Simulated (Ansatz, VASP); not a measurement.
# Two plane-wave programs on ZnO (lda)

```
Zn O
1.0
     3.24931    0.00000    0.00000
    -1.62465    2.81398    0.00000
     0.00000    0.00000    5.20571
Zn O
2 2
Direct
  0.33333 0.66667 0.50000
  0.66667 0.33333 0.00000
  0.66667 0.33333 0.37901
  0.33333 0.66667 0.87901
```

Alike in both runs: task relaxation of cell and atoms; functional LDA; k mesh 9 × 9 × 6; occupations gaussian, width 0.02 eV; no spin polarisation.

|  | VASP | Ansatz |
| --- | --- | --- |
| version | VASP 6.6.1 | Ansatz 0.2.0 |
| potentials or method | VASP PAW LDA potentials, release 64 (Zn, O) | scalar-relativistic, plane waves, PAW |
| plane-wave cutoff (eV) | 600 | 420 |
| valence electrons in the cell | 36 | 36 |

Ansatz gave:

| Item | Value |
| --- | --- |
| gap on the k mesh at the Fermi level, each at its own relaxed structure (eV) | 0.80 |
| relaxed volume (Å³/atom) | 11.33 |
| relaxed cell length with the largest relative difference (Å) | 5.152 |
| energy change over the relaxation (meV/atom) | -13 |

**Question.** Which values does VASP return?

**Answer.** gap on the k mesh at the Fermi level, each at its own relaxed structure (eV): 0.80; relaxed volume (Å³/atom): 11.40; relaxed cell length with the largest relative difference (Å): 5.164; energy change over the relaxation (meV/atom): -10.

A hybrid or GW would open this gap; LDA tends to underestimate it. LDA usually gives volumes a few per cent too small. Zero-point motion and thermal expansion aren't in these numbers.
